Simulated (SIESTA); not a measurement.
Runs of SIESTA 5.4.2 on Bi2Te2Se. The structure is trigonal, space group R-3m (No. 166). The conventional cell has a = 4.322 Å, b = 4.322 Å, c = 31.757 Å, α = 90.00°, β = 90.00°, γ = 120.00°. Bi (site symmetry 3m) has 3 Te at 3.05 Å and 3 Se at 3.11 Å as nearest neighbours. Around Te (site symmetry 3m) lie 3 Bi at 3.05 Å. Around Se (site symmetry -3m) lie 6 Bi at 3.11 Å. The cell is a database's computed one.

```tsv
task	potentials or basis	gap on the mesh (eV)	pressure (GPa)	largest force (eV/Å)
band structure	PseudoDojo 0.4 standard (PBEsol files), SZ (energy shift 0.003 Ry)	(a)	3.2	1.12
single point	PseudoDojo 0.4 standard (PBEsol files), DZP (energy shift 0.003 Ry; two zetas on semicore shells)	0.43	-0.4	0.24
band structure	PseudoDojo 0.4 standard (PBEsol files), DZ (energy shift 0.003 Ry; two zetas on semicore shells)	0.41	-0.4	(b)
band structure	PseudoDojo 0.4 standard (PBEsol files), DZP (energy shift 0.003 Ry; two zetas on semicore shells)	0.43	-0.4	0.24
```

Alike in all rows: level PBEsol; no spin polarisation; cell as given; k mesh 7 × 7 × 7; smearing fermi-dirac 0.05 eV; grid cutoff 500 Ry; energy shift 0.003 Ry.

Question: Estimate the missing entries.

Answer: (a) 0.26; (b) 0.44.

Caveats: spin-orbit coupling is left out, which as a rule narrows the gap of such compounds by several tenths of an eV; the basis of atomic orbitals isn't converged, which shifts pressures, moduli and gaps; the basis has no polarisation orbitals (some runs); forces of over 1 eV/Å show positions far from the minimum, so gaps and moduli don't describe the material at rest (some runs); an odd mesh through Γ misses points on the zone boundary, where band edges often lie (some runs).

A k mesh can miss the band edges, and the runs leave out spin-orbit coupling on Bi, Se, Te.
